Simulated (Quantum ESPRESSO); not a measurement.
Au in Quantum ESPRESSO: the effect of target pressure

Crystal: Au.

```
Au
1.0
     0.00000    2.03500    2.03500
     2.03500    0.00000    2.03500
     2.03500    2.03500    0.00000
Au
1
Direct
  0.00000 0.00000 0.00000
```

Alike in all runs:

```yaml
Program: Quantum ESPRESSO 7.5
Task: relaxation of cell and atoms
Functional: PBEsol
Potentials_or_basis: GBRV 1.5 PBEsol
Cutoff: 707 eV
Density_cutoff: 5633 eV
k_mesh: 11 × 11 × 11
Occupations: fermi-dirac, width 0.05 eV
Spin: no spin polarisation
```

Each run relaxes the cell or the atoms first.

```csv
target pressure,relaxed volume (Å³/atom)
0 GPa,16.97
2 GPa,16.79
5 GPa,16.53
10 GPa,16.16
20 GPa,?
30 GPa,15.04
```

What does the run with target pressure 20 GPa give?

Relaxed volume 15.54 Å³/atom.

Worked out: In Murnaghan's law V^(-B') rises as a straight line in P. The other rows fit best with B' = 5.2, V0 = 16.97 Å³/atom and B0 = 178 GPa, which gives 15.54 Å³/atom at 20 GPa, against the run's 15.54.
